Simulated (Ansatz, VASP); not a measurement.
Si2W: VASP beside Ansatz

```
CELL_PARAMETERS angstrom
-1.60690 1.60690 3.91495
1.60690 -1.60690 3.91495
1.60690 1.60690 -3.91495
ATOMIC_POSITIONS crystal
Si 0.31817 0.31817 0.00000
Si 0.68183 0.68183 0.00000
W 0.00000 0.00000 0.00000
```

Change from the starting cell: shortest bond scaled by 1.1, LAPW.

Alike in both runs: task single point; functional PBEsol; k mesh 13 × 13 × 13; occupations fermi-dirac, width 0.05 eV; no spin polarisation.

|  | VASP | Ansatz |
| --- | --- | --- |
| version | VASP 6.6.1 | Ansatz 0.2.0 |
| potentials or method | VASP PAW PBE potentials, release 64 (Si, W_sv), cutoff 520 eV | all-electron LAPW, scalar-relativistic |

VASP gave:

| Quantity | Value |
| --- | --- |
| pressure (GPa) | -1.0 |
| largest component of the traceless stress (GPa) | 3.06 |
| rms of the force components (eV/Å) | 1.123 |

Task: What did Ansatz give for the same quantities?

Result: Pressure (GPa): -1.4; largest component of the traceless stress (GPa): 2.98; rms of the force components (eV/Å): 1.120.

Atom by atom the forces differ by 0.003 eV/Å (rms over components). Ansatz ran all-electron here, so the differences hold the error of VASP's frozen core and of both bases.

Caveats: the PAW data sets were made with another functional, which shifts forces and pressure a little (VASP). Spin-orbit coupling is left out, which matters for the levels of W.
